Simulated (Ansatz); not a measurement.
HfO2 in Ansatz: the effect of functional

HfO2:

```xyz
12
Lattice="5.2195 0.0000 0.0000 0.0000 5.0048 0.0000 0.0000 0.0000 5.0327" Properties=species:S:1:pos:R:3 pbc="T T T"
Hf    5.0472    3.6661    3.7314
Hf    2.7820    3.6661    1.2151
Hf    2.4375    1.3387    3.7314
Hf    0.1723    1.3387    1.2151
O     3.2994    4.6477    4.4251
O     4.5298    4.6477    1.9087
O     1.2211    2.7020    2.4776
O     1.3886    2.7020    4.9939
O     3.9984    2.3028    4.9939
O     3.8308    2.3028    2.4776
O     0.6896    0.3571    4.4251
O     1.9201    0.3571    1.9087
```

Measurements of this composition are mostly on another form, of space group No. 14.

Alike in all runs:

```yaml
Program: Ansatz 0.2.0
Task: band structure
Potentials_or_basis: Ansatz PAW
k_mesh: 4 × 5 × 4
Occupations: fermi-dirac, width 0.05 eV
Spin: no spin polarisation
```

```tsv
functional	cutoff	gap on the mesh (eV)	pressure (GPa)	largest force (eV/Å)
PBEsol	420 eV (not typed: the program's choice for these potentials)	?	?	?
RPBE	420 eV (not typed: the program's choice for these potentials)	4.62	14.9	0.14
revPBE	420 eV (not typed: the program's choice for these potentials)	4.60	13.5	0.13
BLYP	420 eV (not typed: the program's choice for these potentials)	4.57	16.5	0.16
r2SCAN	500 eV (not typed: the program's choice for these potentials)	5.06	4.0	0.07
```

Q: What does the run with functional PBEsol give?

A: gap on the mesh 4.43 eV; pressure 1.7 GPa; largest force 0.10 eV/Å.

Caveats: spin-orbit coupling is left out, which moves the levels of the heavy elements; the PAW data sets come from PBE, with cores solved anew for the run's functional, which leaves a small shift of forces and pressure.

Runs at the PBE level aren't shown here.
